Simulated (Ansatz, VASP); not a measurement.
# Two plane-wave programs on TiN

```xyz
2
Lattice="0.0000 2.1190 2.1190 2.1190 0.0000 2.1190 2.1190 2.1190 0.0000" Properties=species:S:1:pos:R:3 pbc="T T T"
Ti    0.0000    0.0000    0.0000
N     2.1190    2.1190    2.1190
```

Alike in both runs: task single point; functional PBE; k mesh 8 × 8 × 8; occupations gaussian, width 0.1 eV; collinear spin.

|  | VASP | Ansatz |
| --- | --- | --- |
| version | VASP 6.6.1 | Ansatz 0.2.0 |
| potentials or method | VASP PAW PBE potentials, release 64 (Ti_sv, N) | scalar-relativistic, plane waves, PAW |
| plane-wave cutoff (eV) | 520 | 420 |
| valence electrons in the cell | 17 | 17 |

Ansatz gave:

- gap on the k mesh at the Fermi level (eV): none
- pressure (GPa): 2.0
- net moment per atom (μB): 0.00

Q: Which values does VASP return?

A: gap on the k mesh at the Fermi level (eV): none; pressure (GPa): 2.4; net moment per atom (μB): 0.00.

A gap of «none» marks a metal or a gap that the smearing closes. Ansatz warned: «seeded_moment_not_kept».
